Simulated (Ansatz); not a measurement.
A relaxed cell of Sb is given with its symmetry left out. The cell was found from a structure generator's guess, not taken from experiment.

Method: DFT PBE, scalar-relativistic, plane waves, PAW in Ansatz 0.2.0. Cutoff 420 eV, Γ-centred mesh, Gaussian smearing, no spin polarisation.

```
CELL_PARAMETERS angstrom
12.72751 0.00000 0.00000
0.00000 4.35330 0.00000
0.00000 0.00000 4.59557
ATOMIC_POSITIONS crystal
Sb 0.12800 0.25000 0.32274
Sb 0.37200 0.75000 0.82274
Sb 0.62800 0.25000 0.17726
Sb 0.87200 0.75000 0.67726
Sb 0.13862 0.75000 0.75332
Sb 0.36138 0.25000 0.25332
Sb 0.63862 0.75000 0.74668
Sb 0.86138 0.25000 0.24668
```

Energies count from the standard state of Sb at the same level.

Problem. What space group does it have?

Solution. Pnma (No. 62). Conventional cell: a = 12.728 Å, b = 4.353 Å, c = 4.596 Å. Around Sb on its first site lie 3 Sb at 2.94–2.99 Å and 3 Sb at 3.41 Å; around Sb on its second site lie 3 Sb at 2.94–2.99 Å and 3 Sb at 3.41 Å.

Problem. How far does it lie from the standard state of Sb?

Solution. +0.04 eV/atom. So it is a metastable form at best.

Problem. Is it a metal?

Solution. There is no gap on the 4×10×8 mesh, but valence and conduction bands overlap by only 0.28 eV, so at this level it is a semimetal.

The last run used a 4×10×8 mesh (in the run's order of axes) for its 8-atom cell and Gaussian smearing of 0.10 eV. These runs have no spin–orbit coupling, which can matter for Sb. The zero gap may come from the functional, which often closes small gaps, or the cell may be a true semimetal. A later test with randomly moved atoms led to a structure 22 meV/atom lower, so this end is a saddle point or a shallow minimum.
